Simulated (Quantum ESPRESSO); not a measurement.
SnSe: relaxation of cell and atoms with LDA

Crystal: SnSe.

```
CELL_PARAMETERS angstrom
0.00000 3.01000 3.01000
3.01000 0.00000 3.01000
3.01000 3.01000 0.00000
ATOMIC_POSITIONS crystal
Sn 0.00000 0.00000 0.00000
Se 0.50000 0.50000 0.50000
```

Measurements of this composition are mostly on another form, of space group No. 62.

```
Program                     : Quantum ESPRESSO 7.5
Task                        : relaxation of cell and atoms
Functional                  : LDA
Potentials or basis         : SSSP 1.3 efficiency PBE
Cutoff                      : 939 eV
Density cutoff              : 7510 eV
k mesh                      : 8 × 8 × 8
Occupations                 : fermi-dirac, width 0.05 eV
Spin                        : no spin polarisation
Target pressure             : 10 GPa
Form of the LDA correlation : PZ81
Mixing beta                 : 0.5
Most SCF iterations         : 120
SCF threshold               : 4e-10 Ry
Most ionic steps            : 40
Forc conv thr               : 0.0004 Ry/bohr
Etot conv thr               : 1e-05 Ry
Ion dynamics                : bfgs
Cell dynamics               : bfgs
Press conv thr              : 0.3 kbar
```

```json
{"Relaxed volume": "22.61 Å³/atom", "Relaxed cell": "a = 3.999 Å, b = 3.999 Å, c = 3.999 Å, α = 60.00°, β = 60.00°, γ = 60.00°", "Space group after relaxing (to 0.05 Å)": "Fm-3m (No. 225)", "Energy change on relaxing (the enthalpy is what falls)": "+66.4 meV/atom", "Ionic steps": "5", "Pressure after relaxing": "10.0 GPa", "Band gap on the k mesh": "0.58 eV, indirect (least direct gap 0.68 eV)"}
```

Step by step:
| step | energy change (eV) | largest force (eV/Å) | pressure (GPa) | volume (Å³) |
| --- | --- | --- | --- | --- |
| 1 | 0.0000 | 0.0000 | -3.29 | 54.54 |
| 2 | -0.0351 | 0.0000 | 0.37 | 50.93 |
| 3 | 0.0979 | 0.0000 | 8.69 | 45.82 |
| 4 | 0.1401 | 0.0000 | 10.26 | 45.10 |
| 5 | 0.1328 | 0.0000 | 10.00 | 45.22 |

Final structure:
```yaml
crystal:
  lattice:
    - [0.00000, 2.82766, 2.82766]
    - [2.82766, 0.00000, 2.82766]
    - [2.82766, 2.82766, 0.00000]
  atoms:
    - { symbol: Sn, position: [0.00000, 0.00000, 0.00000] }
    - { symbol: Se, position: [0.50000, 0.50000, 0.50000] }
```

Levels at points of the mesh, in eV from the valence-band top:
```
             k point  band 7  band 8  band 9  band 10  band 11  band 12  band 13  band 14
  (0.00, 0.00, 0.00)   -4.72   -2.91   -2.91    -2.91     4.76     4.76     4.76     5.47
 (0.00, 0.00, -0.50)   -9.42   -2.58   -2.58    -0.43     0.84     0.84     1.12     8.55
(0.00, -0.50, -0.50)   -7.07   -6.42   -4.76    -4.76     2.15     6.20     6.20     7.00
```

It took 3.9 min on 1 thread of Arm Neoverse V1, on a shared host, peak memory 0.34 GiB.

Caveat: the potentials were made for another functional, which shifts forces and pressure; the volume moved by over 15 % at a fixed basis, so the end points are rough; spin-orbit coupling is left out, which moves the levels of the heavy elements. Zero-point motion and thermal expansion aren't in these numbers.
